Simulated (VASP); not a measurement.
Set up this calculation in VASP 6.6.1, as the native input.

```yaml
Task: relaxation of cell and atoms
Functional: PBEsol0
Potentials_or_basis: VASP PAW PBE potentials, release 64 (Pb_d, Te)
Cutoff: 600 eV
k_mesh: 4 × 4 × 4
Occupations: fermi-dirac, width 0.05 eV
Spin: no spin polarisation
Grid_for_exact_exchange_PRECFOCK: Fast
Exchange_at_q_=_0: truncated
Further_INCAR_settings: ALGO = Normal; EDIFF = 1e-06; IBRION = 2; EDIFFG = -0.02; NSW = 40; ISIF = 3
```

TePb:

```
CELL_PARAMETERS angstrom
0.00000 3.23100 3.23100
3.23100 0.00000 3.23100
3.23100 3.23100 0.00000
ATOMIC_POSITIONS crystal
Pb 0.00000 0.00000 0.00000
Te 0.50000 0.50000 0.50000
```

These files were run (other wordings do the same):

POSCAR

```
TePb
1.0
    0.0000000000      3.2310000000      3.2310000000
    3.2310000000      0.0000000000      3.2310000000
    3.2310000000      3.2310000000      0.0000000000
Pb Te
1 1
Direct
    0.0000000000      0.0000000000      0.0000000000
    0.5000000000      0.5000000000      0.5000000000
```

INCAR.step1

```
ALGO = Normal
EDIFF = 1E-5
ENCUT = 600
GGA = PE
ISMEAR = -1
LASPH = True
LCHARG = False
LREAL = False
LWAVE = True
NELM = 100
PREC = Accurate
SIGMA = 0.05
```

INCAR.step2

```
AEXX = 0.25
ALGO = Normal
EDIFF = 1E-6
EDIFFG = -0.02
ENCUT = 600
GGA = PS
HFRCUT = -1
IBRION = 2
ISIF = 3
ISMEAR = -1
ISTART = 1
LASPH = True
LCHARG = False
LHFCALC = True
LREAL = False
LWAVE = False
NELM = 100
NSW = 40
PREC = Accurate
PRECFOCK = Fast
SIGMA = 0.05
```

KPOINTS

```
k-points
0
Gamma
  4 4 4
```

Potentials or basis: VASP PAW PBE potentials, release 64 (Pb_d, Te).

Run with:

```sh
$ cat potpaw_PBE.64/Pb_d/POTCAR potpaw_PBE.64/Te/POTCAR > POTCAR
$ cp INCAR.step1 INCAR
$ mpirun -np 1 vasp_std > vasp.out
$ cp INCAR.step2 INCAR
$ mpirun -np 1 vasp_std > vasp.out
```

Results of the run:

The relaxed volume is 33.16 Å³/atom and the relaxed cell is a = 4.543 Å, b = 4.543 Å, c = 4.543 Å, α = 60.00°, β = 60.00°, γ = 60.00°. The space group after relaxing (to 0.05 Å) is Fm-3m (No. 225), the energy gained by relaxing is 1.4 meV/atom and the ionic steps are 3. The pressure after relaxing is 0.1 GPa and the band gap on the k mesh is 1.55 eV, direct.

Caveat: the k mesh is coarse (spacing up to 0.42 Å⁻¹), so the values aren't converged, least of all with exact exchange; the PAW data sets were made with another functional, which shifts forces and pressure a little; spin-orbit coupling is left out, which as a rule narrows the gap of such compounds by several tenths of an eV.

It took 16 min on 1 thread of Intel(R) Xeon(R) Platinum 8488C (Sapphire Rapids), with other jobs on the host, peak memory 0.27 GiB.
